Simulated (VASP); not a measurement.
# WS₂: convergence, self-consistent run

WS₂, R3m (no. 160), 3 atoms in the cell. R2SCAN with rVV10; PAW potentials W_sv, S (PBE set). VASP 6.6.1. The cell is changed on purpose: last atom moved by 0.05 Å along z, cell strained by -1.0% along z.

Wanted: energy within 2 meV/atom; forces within 0.01 eV/Å.

What the run is for: forces; Accuracy asked: standard.

POSCAR:
```
WS2
1.0
    1.5790000000      0.9116360751      6.1017000000
   -1.5790000000      0.9116360751      6.1017000000
    0.0000000000     -1.8232721501      6.1017000000
W S
1 2
Direct
    0.0000000000      0.0000000000      0.0000000000
    0.5810000000      0.5810000000      0.5810000000
    0.7530041600      0.7530041600      0.7530041600
```

## Plane-wave cutoff (eV)

| Plane-wave cutoff (eV) | Energy less reference (meV/atom) | Forces, largest deviation (eV/Å) | SCF iterations | Time (s) |
|---|---|---|---|---|
| 210 | 16.9 | 0.019 | 18 | 244 |
| 260 | 4.2 | 0.028 | 18 | 502 |
| 300 | 2.6 | 0.007 | 18 | 464 |
| 340 | 1.7 | 0.002 | 18 | 593 |
| 390 | 0.8 | 0.001 | 18 | 812 |
| 460 | 0.7 | 0.000 | 18 | 1138 |
| 550 | 0.7 | 0.001 | 18 | 1439 |
| 690 (reference) | 0.0 | 0.000 | 17 | 1738 |

## Question

The rows run from the loosest to the tightest. For each series: choose the loosest value from which every tighter one stays within half of the tolerance.

## Answer

- Plane-wave cutoff (eV): 390

## All choices together

| Input | Energy less reference (meV/atom) | Forces, largest deviation (eV/Å) | Time (s) |
|---|---|---|---|
| the program's defaults (naive) | 3.4 | 0.039 | 59 |
| chosen settings | 0.8 | 0.001 | 812 |
| reference settings throughout | 0.0 | 0.000 | 1738 |

The chosen settings stay within the tolerance of the reference run, but the reference itself isn't shown to be converged in: k-point mesh, Electronic threshold (eV), Bands in all (NBANDS).

Values of the reference run: Forces: 0, 0, 0.2239, 0, 0, 0.08454, 0, 0, -0.3085 eV/Å.

## The input

INCAR:
```
SYSTEM = WS2
  ALGO = Normal
  BPARAM = 11.95
  CPARAM = 0.0093
  EDIFF = 1E-6
  EFERMI = MIDGAP
  ENCUT = 390
  GGA_COMPAT = .FALSE.
  ISIF = 2
  ISMEAR = 0
  IVDW_NL = 2
  KPAR = 4
  LASPH = .TRUE.
  LCHARG = .FALSE.
  LMIXTAU = .TRUE.
  LREAL = .FALSE.
  LUSE_VDW = .TRUE.
  LWAVE = .FALSE.
  METAGGA = R2SCAN
  NBANDS = 24
  NELM = 120
  PREC = Accurate
  SIGMA = 0.03
```

KPOINTS:
```
Automatic mesh
0
Gamma
  8 8 8
  0 0 0
```

Commands:
```
cat potpaw_PBE.64/W_sv/POTCAR potpaw_PBE.64/S/POTCAR > POTCAR
mpirun -np 4 vasp_std > vasp.out
```

The chosen input took VASP 6.6.1 812 s on 4 cores (AMD EPYC 7571), a shared host.

## An input that fails: one k point for a small cell

It runs to its end, but against the unchanged starting input it is off by 3136.5 meV/atom in the energy, 4.470 eV/Å in the forces.

k mesh: 8 × 8 × 8 becomes 1 × 1 × 1.

Changes against the starting input:
```
- NELM = 120
- KPAR = 4
+ NELM = 81
```
